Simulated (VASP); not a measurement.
Crystal: Ti2O.

```
Ti O
1.0
     2.91940    0.00000    0.00000
    -1.45970    2.52827    0.00000
     0.00000    0.00000    4.71300
Ti O
2 1
Direct
  0.33333 0.66667 0.72126
  0.66667 0.33333 0.27874
  0.00000 0.00000 0.00000
```

Base run:

| Property | Result |
| --- | --- |
| Program | VASP 6.6.1 |
| Functional | LDA |
| Potentials or basis | VASP PAW LDA potentials, release 64 (Ti_sv, O) |
| Cutoff | 520 eV |
| k mesh | 10 × 10 × 6 |
| Occupations | fermi-dirac, width 0.05 eV |
| Spin | no spin polarisation |

Its results: band gap on the k mesh none (metal or under the smearing width); pressure -1.2 GPa; largest force 1.406 eV/Å.

The run is repeated on the same cell with these changes: hubbard terms from none to Ti d U = 8 eV. What comes out?

Band gap on the k mesh none (metal or under the smearing width); pressure 21.8 GPa; largest force 1.370 eV/Å.

Caveats: forces of over 1 eV/Å show positions far from the minimum, so gaps and moduli don't describe the material at rest; semilocal functionals often make such compounds metallic where correlation or magnetic order opens a gap, which also shifts bond lengths (some runs); U without spin polarisation on a metal has little footing (some runs).

Not every run made on this cell is shown here.
